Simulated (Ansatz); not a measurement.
Born–Oppenheimer molecular dynamics of a periodic cell of 21 atoms, H₇C₆O₈ (host H4C3O4, host structure P-1, one H atom removed). It starts from an unrelaxed structure (largest force component 5.23 eV/Å).

Level of theory: Ansatz 0.2.0, DFT PBE-D3(BJ), scalar-relativistic, plane waves, PAW. Settings: accuracy low, cutoff 420 eV, k mesh 2x2x2, fermi-dirac smearing 0.05 eV, no spin polarisation.

| Item | Value |
| --- | --- |
| ensemble | NVT, Nosé–Hoover chain |
| time step | 0.5 fs |
| steps asked | 60 |
| set temperature | 500 K |
| thermostat | time constant 3 fs, chain length 1 |
| seed | 996862 |

First frame:

```xyz
21
Lattice="5.2659 0.0000 0.0000 0.4708 5.4317 0.0000 2.0504 2.5584 7.9337" Properties=species:S:1:pos:R:3
H 5.968 3.037 4.540
H 1.819 4.954 3.393
H 3.315 2.147 2.581
H 3.579 3.259 1.461
H 4.208 4.731 6.473
H 6.235 2.725 7.701
H 1.552 5.266 0.233
C 5.076 3.196 2.895
C 2.711 4.794 5.039
C 4.010 2.558 2.010
C 3.777 5.432 5.924
C 4.603 1.494 1.093
C 3.184 6.497 6.841
O 5.753 4.168 2.509
O 2.034 3.822 5.425
O 5.239 2.627 4.064
O 2.548 5.363 3.869
O 0.576 1.305 1.014
O 7.211 6.685 6.920
O 3.703 0.815 0.413
O 4.084 7.175 7.520
```

(1) What does the run give?

(2) What happens to the structure?

(3) How do temperature and energy run in time?

Results:

(1) The run went to its last step.

```
steps done                                               : 60
time covered                                             : 30 fs
mean temperature over the second half                    : 473 K
spread of the potential energy over the second half      : 15.2 meV per atom
mean potential energy of the second half above the start : -11.0 meV per atom
```

The conserved energy stayed within 0.9 meV per atom of its start (net change -0.59 meV per atom), so the integration is sound. A run of 0.03 ps of so small a system gives no equilibrium averages. Limits of this set-up: coarse k mesh, odd electron count without spin, low accuracy level.

(2) Mean squared displacements from the first frame to the last, about the centre of mass: H 0.28 Å², C 0.02 Å², O 0.03 Å². Another seed would give other details.

(3) 
| time (fs) | T (K) | potential energy less start (eV) | conserved less start (meV/atom) |
| --- | --- | --- | --- |
| 0.0 | 500 | 0.000 | 0.00 |
| 2.5 | 702 | -0.617 | -0.86 |
| 5.0 | 265 | 0.117 | -0.23 |
| 7.5 | 452 | -0.235 | -0.37 |
| 10.0 | 742 | -0.654 | -0.67 |
| 12.5 | 561 | -0.595 | -0.56 |
| 15.0 | 340 | -0.573 | -0.59 |
| 17.5 | 222 | -0.296 | -0.43 |
| 20.0 | 690 | -0.820 | -0.85 |
| 22.5 | 557 | 0.054 | 0.01 |
| 25.0 | 637 | -0.232 | -0.58 |
| 27.5 | 300 | 0.345 | -0.13 |
| 30.0 | 656 | -0.464 | -0.59 |

The run took 5 min on 1 thread of Arm Neoverse V2, on a shared host, peak memory 0.51 GiB.
